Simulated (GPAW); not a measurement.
# GaSb (F-43m) in GPAW: a series of runs

Aim: see how the results for GaSb move with the level of theory and the settings. Levels: PBE, r2SCAN. Tasks: dielectric tensor, one-shot levels on a semilocal density.

Program: GPAW 26.7.0. These are calculated values, not measurements. Logs are shortened: lines on timing, memory, paths and dates and some standing lists are left out, and cuts for length are marked. The log counts tension as positive stress, the text compression.

**The experiment to reproduce.**

From a printed reference work, data compilation, for a bulk crystal of GaSb at 4.2 K: band gap 0.811 eV (direct).

A printed reference work, monograph reports, for a bulk crystal of GaSb at 300 K: high-frequency dielectric constant 14.44.

The results are compared with them further down.

## Step 1: The crystal as given

The structure is cubic, space group F-43m (No. 216). Conventional cell: a = 6.118 Å, b = 6.118 Å, c = 6.118 Å, α = 90.00°, β = 90.00°, γ = 90.00°. Sb (site symmetry -43m) is surrounded by 4 Ga at 2.65 Å. Around Ga (site symmetry -43m) lie 4 Sb at 2.65 Å.

## Step 2: Dielectric tensor, PBE

File run.py:

```python
import numpy as np
from ase import Atoms
from ase.dft.bandgap import bandgap
from ase.io import write
from gpaw import GPAW, PW
from gpaw.response.df import DielectricFunction

atoms = Atoms(['Sb', 'Ga'],
              cell=[[0.0, 3.059, 3.059],
                    [3.059, 0.0, 3.059],
                    [3.059, 3.059, 0.0]],
              scaled_positions=[[0.75, 0.75, 0.75],
                                [0.0, 0.0, 0.0]],
              pbc=True)

calc = GPAW(mode=PW(400),
            xc='PBE',
            kpts={'size': (6, 6, 6), 'gamma': True},
            occupations={'name': 'fermi-dirac', 'width': 0.001},
            nbands=18,
            convergence={'density': 1e-06},
            maxiter=150,
            txt='gpaw.txt')
atoms.calc = calc
energy = atoms.get_potential_energy()
calc.write('gs.gpw')
write('result.traj', atoms)
print(f'Energy: {energy:.6f} eV')
print('Fermi level:', round(calc.get_fermi_level(), 4), 'eV')
print(f'Gap: {bandgap(calc)[0]:.4f} eV, direct: {bandgap(calc, direct=True)[0]:.4f} eV')

for size in [(13, 13, 13), (19, 19, 19)]:
    name = 'x'.join(str(n) for n in size)
    dense = calc.fixed_density(kpts={'size': size, 'gamma': True},
                               nbands=31, convergence={'bands': 25},
                               update_fermi_level=True, txt=f'dense-{name}.txt')
    dense.write(f'{name}.gpw', mode='all')
    df = DielectricFunction(f'{name}.gpw', frequencies=np.array([0.0]), hilbert=False, eta=0.001,
                            ecut=80, nbands=25, intraband=False, txt=f'df-{name}.txt')
    for xc in ['RPA', 'ALDA', 'LR0.2']:
        for direction in ['x', 'y', 'z', [0, 1, 1], [1, 0, 1], [1, 1, 0]]:
            e0, e = df.get_macroscopic_dielectric_constant(xc=xc, direction=direction)
            print(f'{name} {xc} {direction}: {e0:.4f} without, {e:.4f} with local fields')
```

Potentials or basis: GPAW PAW data sets (gpaw-data 1.2.1), pw.

Command:

```sh
$ OMP_NUM_THREADS=1 python run.py
```

gpaw.txt:

```text
__  _  _
 | _ |_)|_||  |
 |__||  | ||/\| - 26.7.0

Input parameters:
  mode=PW(ecut=400.0),
  convergence={'density': 1e-06},
  kpts=MonkhorstPack(size=(6, 6, 6), gamma=True),
  maxiter=150,
  nbands=18,
  occupations=Occupations(name='fermi-dirac', width=0.001),
  xc=XC(name='PBE')

Diagonalizing LCAO Hamiltonian
Converting LCAO to pw mode

                     Sb

       Ga

Atoms  # Å, Bohr magnetons
|   | symbol |        x |        y |        z |    initial magnetic moments |
|---|--------|----------|----------|----------|-----------------------------|
| 0 |     Sb | 4.588500 | 4.588500 | 4.588500 | ( 0.0000,  0.0000,  0.0000) |
| 1 |     Ga | 0.000000 | 0.000000 | 0.000000 | ( 0.0000,  0.0000,  0.0000) |

Unit cell  # Å
| periodic |        x |        y |        z |  lengths |    angles |
|----------|----------|----------|----------|----------|-----------|
|      yes | 0.000000 | 3.059000 | 3.059000 | 4.326079 | 60.000000 |
|      yes | 3.059000 | 0.000000 | 3.059000 | 4.326079 | 60.000000 |
|      yes | 3.059000 | 3.059000 | 0.000000 | 4.326079 | 60.000000 |

Number of symmetries: 24
Symmetry operations  # r_c * U_cc + t_c -> r_c
|    | kind |            matrix            |
|----|------|------------------------------|
|  0 |  E   |  1, 0, 0,  0, 1, 0,  0, 0, 1 |
|  1 |  σ   |  1, 0, 0,  0, 0, 1,  0, 1, 0 |
|  2 |  σ   |  1, 0,-1,  0, 1,-1,  0, 0,-1 |
|  3 |  C3  |  1, 0,-1,  0, 0,-1,  0, 1,-1 |
|  4 |  C3  |  1,-1, 0,  0,-1, 1,  0,-1, 0 |
|  5 |  σ   |  1,-1, 0,  0,-1, 0,  0,-1, 1 |
|  6 |  σ   |  0, 1, 0,  1, 0, 0,  0, 0, 1 |
|  7 |  C3  |  0, 1, 0,  0, 0, 1,  1, 0, 0 |
|  8 |  C2  |  0, 1,-1,  1, 0,-1,  0, 0,-1 |
|  9 |  S4  |  0, 1,-1,  0, 0,-1,  1, 0,-1 |
| 10 |  C3  |  0, 0, 1,  1, 0, 0,  0, 1, 0 |
| 11 |  σ   |  0, 0, 1,  0, 1, 0,  1, 0, 0 |
| 12 |  S4  |  0, 0,-1,  1, 0,-1,  0, 1,-1 |
| 13 |  C3  |  0, 0,-1,  0, 1,-1,  1, 0,-1 |
| 14 |  S4  |  0,-1, 1,  1,-1, 0,  0,-1, 0 |
| 15 |  C2  |  0,-1, 1,  0,-1, 0,  1,-1, 0 |
| 16 |  C3  |  0,-1, 0,  1,-1, 0,  0,-1, 1 |
| 17 |  S4  |  0,-1, 0,  0,-1, 1,  1,-1, 0 |
| 18 |  S4  | -1, 1, 0, -1, 0, 1, -1, 0, 0 |
| 19 |  C3  | -1, 1, 0, -1, 0, 0, -1, 0, 1 |
| 20 |  C3  | -1, 0, 1, -1, 1, 0, -1, 0, 0 |
| 21 |  S4  | -1, 0, 1, -1, 0, 0, -1, 1, 0 |
| 22 |  σ   | -1, 0, 0, -1, 1, 0, -1, 0, 1 |
| 23 |  C2  | -1, 0, 0, -1, 0, 1, -1, 1, 0 |

BZ-sampling:
  Number of BZ points: 216
  Number of IBZ points: 16

  Monkhorst-Pack size: [6, 6, 6]
  Monkhorst-Pack shift: [0.08333333333333333, 0.08333333333333333, 0.08333333333333333]

K-points  # in reciprocal-cell coordinates
|     |                                coordinates |     weight |
|-----|--------------------------------------------|------------|
|   0 | (  0.00000000,   0.00000000,   0.00000000) | 0.00462963 |
|   1 | (  0.16666667,   0.16666667,   0.00000000) | 0.02777778 |
|   2 | (  0.16666667,   0.16666667,   0.16666667) | 0.03703704 |
|   3 | (  0.33333333,   0.16666667,   0.16666667) | 0.05555556 |
|   4 | (  0.33333333,   0.33333333,  -0.33333333) | 0.05555556 |
|   5 | (  0.33333333,   0.33333333,   0.00000000) | 0.02777778 |
|   6 | (  0.33333333,   0.33333333,   0.16666667) | 0.11111111 |
|   7 | (  0.33333333,   0.33333333,   0.33333333) | 0.03703704 |
|   8 | (  0.50000000,   0.33333333,  -0.33333333) | 0.11111111 |
|   9 | (  0.50000000,   0.33333333,  -0.16666667) | 0.05555556 |
| ... |                                            |            |
|  15 | (  0.50000000,   0.50000000,   0.50000000) | 0.01851852 |

Plane wave coefficients: 1056
Cutoff: 400.0 eV

Spin-components: 1 (collinear spins)
Bands:           18
Projectors:      11
Spin-degeneracy: 2
Datatype:        complex128

Density:
  Valence electrons: 18.0
  Components: 1
  Grid points: [20 20 20]
  Charge: 0.0  # |e|

Potential:
  Grid points: [20 20 20]

species:
  Sb:
    name:    Antimony
    Z:       51.0
    valence: 15
    core:    36
    charge:  0.0  # [|e|]
    compensation charges:
      type: gauss
      rc: 0.36  # [Å]
      lmax: 2
    cutoffs:
      filter: 2.23  # [Å]
      core: 2.23  # [Å]
    projectors
    | kind |    occ | energy [eV] | rcut [Å] |
    |------|--------|-------------|----------|
    |   5s |  2.000 |     -12.815 |    1.154 |
    |   5p |  3.000 |      -4.830 |    1.233 |
    |   4d | 10.000 |     -33.514 |    1.196 |
    |    s |        |      14.396 |    1.154 |
    |    p |        |      22.381 |    1.233 |
    |    d |        |      -6.303 |    1.196 |

    Using partial waves for Sb as LCAO basis

  Ga:
    name:    Gallium
    Z:       31.0
    valence: 3
    core:    28
    charge:  0.0  # [|e|]
    compensation charges:
      type: gauss
      rc: 0.37  # [Å]
      lmax: 2
    cutoffs:
      filter: 2.06  # [Å]
      core: 4.17  # [Å]
    projectors
    | kind |    occ | energy [eV] | rcut [Å] |
    |------|--------|-------------|----------|
    |   4s |  2.000 |      -8.945 |    1.164 |
    |   4p |  1.000 |      -2.580 |    1.164 |
    |    s |        |      18.266 |    1.164 |
    |    p |        |      24.631 |    1.164 |
    |    d |        |       0.000 |    1.164 |

    Using partial waves for Ga as LCAO basis

Reference energy: -229166.229777  # eV

eigensolver:
  PPCG
  Converge bands: occupied
  niter=2

density mixing:
  MSR1-Mixer
  Pratt-step length: 0.05
  Maximum mixing coefficient: 0.75
  Old densities: 10
  SVD Regularization: 0.005
  Good broyden scale: 1.0
  Trust region scale: 1.0
  Backstep threshold: 4.0
  History deletion threshold: 6.0
  Fourier metric: weight=20.0, sigma=0.015

occupation numbers:
  Fermi-Dirac:
    width: 0.0010  # eV

poisson solver:
  ecut: 3200.0  # eV

xc functional:
  name: PBE with 2 nearest neighbor stencil

convergence criteria:
- Maximum integral of absolute [dens]ity change: 1e-06 electrons / valence electron
- Maximum [total energy] change in last 3 cyles: 0.0005 eV / valence electron
- Maximum integral of absolute [eigenst]ate change: 4e-08 eV^2 / valence electron
maximum number of iterations: 150

SCF iterations
|iter     | |      energy | eigst |  dens |
|---------|-|-------------|-------|-------|
|iter:   1| |   -7.508437 | -0.10 |       |
|iter:   2| |   -7.510186 | -2.24 | -1.28 |
|iter:   3| |   -7.491020 | -2.60 | -1.31 |
|iter:   4| |   -7.493131 | -3.31 | -1.85 |
|iter:   5| |   -7.493518c| -4.30 | -2.59 |
|iter:   6| |   -7.493624c| -5.12 | -2.99 |
|iter:   7| |   -7.493624c| -6.68 | -4.14 |
|iter:   8| |   -7.493625c| -7.63c| -4.58 |
|iter:   9| |   -7.493625c| -8.23c| -5.35 |
|iter:  10| |   -7.493625c| -8.73c| -5.90 |
|iter:  11| |   -7.493625c| -9.23c| -6.85c|

Converged in 11 steps
Energy contributions relative to reference atoms: (reference = -229166.229777)

Energy contributions:
  Kinetic:          14.694864
  Coulomb:         -12.954754
  Zero:              0.238091
  External:          0.000000
  Xc:               -9.471826
  Entropy:          -0.000000
  Spinorbit:         0.000000
  ----------------------------
  Free energy:      -7.493625
  Extrapolated:     -7.493625

dipole moment: (-11.013604, -11.013604, -11.013604)  # |e|*Ang

Fermi level: 4.914
Eigenvalues  # (at kpt = [0.000, 0.000, 0.000])
| band index |      eig [eV] | occ [0-2] |
|------------|---------------|-----------|
|          0 |       -23.833 |     2.000 |
|          1 |       -23.833 |     2.000 |
|          2 |       -23.833 |     2.000 |
|          3 |       -23.815 |     2.000 |
|          4 |       -23.815 |     2.000 |
|          5 |        -6.556 |     2.000 |
[... 10 lines left out ...]
|         16 |        14.429 |     0.000 |
|         17 |        14.429 |     0.000 |

Gap: 0.087 eV
Transition (v -> c):
  (s=0, k=0, n=8, [0.00, 0.00, 0.00]) -> (s=0, k=0, n=9, [0.00, 0.00, 0.00])
No difference between direct/indirect transitions
# Writing to gs.gpw (mode='')
```

Run time: 3.1 min. Hardware: 1 thread of Intel Xeon at 2.70GHz, shared host; peak memory 1.2 GiB.

What came out:

* Free energy: -7.4936 eV
* Band gap on the k mesh: 0.09 eV, direct
* Electronic dielectric tensor (diagonal): 199.33

Electronic dielectric tensor:
```
199.33   0.00   0.00
  0.00 199.33   0.00
  0.00   0.00 199.33
```

Caveat: the dielectric constant isn't converged in the k mesh; the gap is small at this level, which inflates the dielectric constant; the long-wavelength limit can be off by a per cent or two; spin-orbit coupling is left out, which moves the levels of the heavy elements; an odd mesh through Γ misses points on the zone boundary, where band edges often lie.

## Step 3: One-shot levels on a semilocal density, r2SCAN

File run.py:

```python
import numpy as np
from ase import Atoms
from ase.dft.bandgap import bandgap
from ase.io import write
from ase.units import Ha
from gpaw import GPAW, PW
from gpaw.hybrids.energy import non_self_consistent_energy
from gpaw.new.pw.nschse import non_self_consistent_matrix_elements

atoms = Atoms(['Sb', 'Ga'],
              cell=[[0.0, 3.059, 3.059],
                    [3.059, 0.0, 3.059],
                    [3.059, 3.059, 0.0]],
              scaled_positions=[[0.75, 0.75, 0.75],
                                [0.0, 0.0, 0.0]],
              pbc=True)

calc = GPAW(mode=PW(400),
            xc='MGGA_X_R2SCAN+MGGA_C_R2SCAN',
            kpts={'size': (5, 5, 5), 'gamma': True},
            occupations={'name': 'fermi-dirac', 'width': 0.001},
            nbands=18,
            convergence={'density': 1e-06, 'bands': 16},
            maxiter=150,
            txt='gpaw.txt')
atoms.calc = calc
energy = atoms.get_potential_energy()
calc.write('gs.gpw')
write('result.traj', atoms)
print(f'Energy: {energy:.6f} eV')
print('Fermi level:', round(calc.get_fermi_level(), 4), 'eV')
print(f'Gap: {bandgap(calc)[0]:.4f} eV, direct: {bandgap(calc, direct=True)[0]:.4f} eV')

calc.write('wfs.gpw', mode='all')
eps = calc.eigenvalues()
free = calc.get_potential_energy(force_consistent=True)
semilocal_x = free + calc.get_xc_difference('MGGA_X_R2SCAN')  # without correlation
exact_x = non_self_consistent_energy(calc, 'EXX').sum()
h_x = non_self_consistent_matrix_elements(GPAW('wfs.gpw').dft, 'MGGA_X_R2SCAN')
h_exx = non_self_consistent_matrix_elements(GPAW('wfs.gpw').dft, 'EXX')
shift = np.einsum('sknn->skn', h_exx - h_x).real * Ha
np.savetxt('shift.dat', shift[..., :16].reshape((-1, 16)), fmt='%.4f')
occupied = eps < calc.get_fermi_level()
for name, a in {'r2SCAN0': 0.25, 'r2SCANh': 0.1, 'r2SCAN50': 0.5}.items():
    levels = (eps + a * shift)[..., :16]
    gap = levels[~occupied[..., :16]].min() - levels[occupied[..., :16]].max()
    print(f'{name}: share {a}, energy {free + a * (exact_x - semilocal_x):.6f} eV, gap {gap:.4f} eV')
```

Potentials or basis: GPAW PAW data sets (gpaw-data 1.2.1), pw.

Command:

```sh
$ OMP_NUM_THREADS=1 python run.py
```

gpaw.txt:

```text
__  _  _
 | _ |_)|_||  |
 |__||  | ||/\| - 26.7.0

Input parameters:
  mode=PW(ecut=400.0),
  convergence={'density': 1e-06, 'bands': 16},
  kpts=MonkhorstPack(size=(5, 5, 5), gamma=True),
  maxiter=150,
  nbands=18,
  occupations=Occupations(name='fermi-dirac', width=0.001),
  xc=XC(name='MGGA_X_R2SCAN+MGGA_C_R2SCAN')

Diagonalizing LCAO Hamiltonian
Converting LCAO to pw mode

                     Sb

       Ga

Atoms  # Å, Bohr magnetons
|   | symbol |        x |        y |        z |    initial magnetic moments |
|---|--------|----------|----------|----------|-----------------------------|
| 0 |     Sb | 4.588500 | 4.588500 | 4.588500 | ( 0.0000,  0.0000,  0.0000) |
| 1 |     Ga | 0.000000 | 0.000000 | 0.000000 | ( 0.0000,  0.0000,  0.0000) |

[... 167 lines left out ...]
|iter:   5| |  -29.578339 | +1.46 | -0.74 |
|iter:   6| |  -29.825713 | -0.02 | -1.49 |
|iter:   7| |  -29.844494 | -1.61 | -1.70 |
|iter:   8| |  -29.810463 | -2.09 | -1.68 |
|iter:   9| |  -29.810487 | -2.96 | -1.83 |
|iter:  10| |  -29.810112c| -2.97 | -1.99 |
|iter:  11| |  -29.811992c| -3.33 | -2.35 |
|iter:  12| |  -29.812066c| -3.85 | -2.95 |
|iter:  13| |  -29.811965c| -5.11 | -2.81 |
|iter:  14| |  -29.811956c| -6.09 | -3.14 |
|iter:  15| |  -29.811948c| -5.62 | -3.34 |
|iter:  16| |  -29.811949c| -7.30 | -5.11 |
|iter:  17| |  -29.811949c| -7.62c| -5.27 |
|iter:  18| |  -29.811949c| -8.25c| -5.82 |
|iter:  19| |  -29.811949c| -8.89c| -6.70c|

Converged in 19 steps
Energy contributions relative to reference atoms: (reference = -229166.229777)

Energy contributions:
  Kinetic:          15.159927
  Coulomb:         -13.012225
  Zero:              0.053325
  External:          0.000000
  Xc:              -32.012975
  Entropy:          -0.000000
  Spinorbit:         0.000000
  ----------------------------
  Free energy:     -29.811949
  Extrapolated:    -29.811949

dipole moment: (-11.001121, -11.001121, -11.001121)  # |e|*Ang

Fermi level: 4.755
Eigenvalues  # (at kpt = [0.000, 0.000, 0.000])
| band index |      eig [eV] | occ [0-2] |
|------------|---------------|-----------|
|          0 |       -24.737 |     2.000 |
|          1 |       -24.737 |     2.000 |
|          2 |       -24.737 |     2.000 |
|          3 |       -24.712 |     2.000 |
|          4 |       -24.712 |     2.000 |
|          5 |        -7.192 |     2.000 |
[... 10 lines left out ...]
|         16 |        14.887 |     0.000 |
|         17 |        14.887 |     0.000 |

Gap: 0.506 eV
Transition (v -> c):
  (s=0, k=0, n=8, [0.00, 0.00, 0.00]) -> (s=0, k=0, n=9, [0.00, 0.00, 0.00])
No difference between direct/indirect transitions
# Writing to gs.gpw (mode='')

# Writing to wfs.gpw (mode='all')
```

Wall time 1.9 min (1 thread of Intel Xeon at 2.70GHz, shared host); peak memory 0.57 GiB.

What came out:

| Item | Value |
| --- | --- |
| Free energy | -29.8119 eV |
| Band gap on the k mesh | 0.51 eV, direct |

Levels at points of the mesh, in eV from the valence-band top:
| k point | band 6 | band 7 | band 8 | band 9 | band 10 | band 11 | band 12 | band 13 |
| --- | --- | --- | --- | --- | --- | --- | --- | --- |
| (0.00, 0.00, 0.00) | -11.89 | 0.00 | 0.00 | 0.00 | 0.51 | 3.02 | 3.02 | 3.02 |

Band gaps from one-shot exact exchange on these states (eV): r2scan0 1.57, r2scanh 0.93, r2scan50 2.64

Caveat: the k mesh is coarse; energy and the plain gap are those of the semilocal run; the hybrids' values are one shot on its orbitals and mesh; spin-orbit coupling is left out, which moves the levels of the heavy elements; an odd mesh through Γ misses points on the zone boundary, where band edges often lie.

## Step 4: Against experiment

Step 2. Against the measured gap of GaSb, 0.811 eV (direct; 4.2 K; a printed reference work, data compilation), the calculated 0.09 eV is off by -0.72 eV. Spin-orbit coupling on Ga, Sb is left out. The value is that of PBE on a finite k mesh, which can miss the band edges, without temperature or zero-point motion. Semilocal functionals fall short of measured gaps as a rule. A measured high-frequency dielectric constant of GaSb is 14.44 (300 K; a printed reference work, monograph); the calculated 199.33 misses it by +1280.4 %. So large a miss can be the level of theory's own, or it may mean another phase, state or a wrong row.

Step 3. The gap isn't set beside the deposited one, since this odd mesh misses points on the zone boundary.
